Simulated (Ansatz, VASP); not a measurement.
## One calculation of Zn, two programs

The input INCAR:

```
PREC = Accurate
ENCUT = 520
EDIFF = 1E-8
ISMEAR = -1
SIGMA = 0.05
LREAL = F
LASPH = T
NELM = 100
ALGO = Normal
ISIF = 2
LWAVE = F
LCHARG = F
GGA = PE
LEFG = T
NBANDS = 19
```

KPOINTS

```
regular mesh
0
Gamma
  11 11 11
```

The input POSCAR:

```
Zn
1.0
    0.0000000000      2.9088993262      2.9088993262
    2.9088993262      0.0000000000      2.9088993262
    2.9088993262      2.9088993262      0.0000000000
Zn
2
Direct
    0.0000000000      0.0000000000      0.0000000000
    0.2500000000      0.2500000000      0.2500000000
```

Input for Ansatz:

```yaml
crystal:
  lattice:
    - [0.0, 2.9088993262, 2.9088993262]
    - [2.9088993262, 0.0, 2.9088993262]
    - [2.9088993262, 2.9088993262, 0.0]
  atoms:
    - { symbol: Zn, position: [0.0, 0.0, 0.0] }
    - { symbol: Zn, position: [0.25, 0.25, 0.25] }
kpoints:
  mp_grid: { grid: [11, 11, 11] }
  band_path:
    path:
      - [0.0, 0.0, 0.0]
      - [0.5, 0.0, 0.5]
      - [0.625, 0.25, 0.625]
      - [0.375, 0.375, 0.75]
      - [0.0, 0.0, 0.0]
      - [0.5, 0.5, 0.5]
      - [0.5, 0.25, 0.75]
      - [0.5, 0.0, 0.5]
    npoints: 14
scf:
  occupations: { method: fermi_dirac, width: 0.05 }
hamiltonian:
  xc: pbe
  pseudopotentials: { kind: paw }
output:
  forces: true
  stress: true
  eigenvalues: true
  efg: { contact_densities: true }
  populations: true
  bader: true
  dos: { projected: true, de: 0.2, e_range: [-14, 8] }
  write_density: true
  write_potential: true
  elf: true
  volumetric_format: npy
```

Alike in both runs: task electric field gradients; functional PBE; k mesh 11 × 11 × 11; occupations fermi-dirac, width 0.05 eV; no spin polarisation.

|  | VASP | Ansatz |
| --- | --- | --- |
| version | VASP 6.6.1 | Ansatz 0.2.0 |
| potentials or method | VASP PAW PBE potentials, release 64 (Zn) | PAW with Ansatz's default frozen-core files, scalar-relativistic |
| plane-wave cutoff (eV) | 520 | 420 |
| valence electrons in the cell | 24 | 24 |

```tsv
	VASP	Ansatz	Ansatz less VASP
pressure (GPa)	0.2	0.0	-0.16
Vzz of the field gradient on the site that differs most (V/Å²)	0.0	0.0	-0.01
```
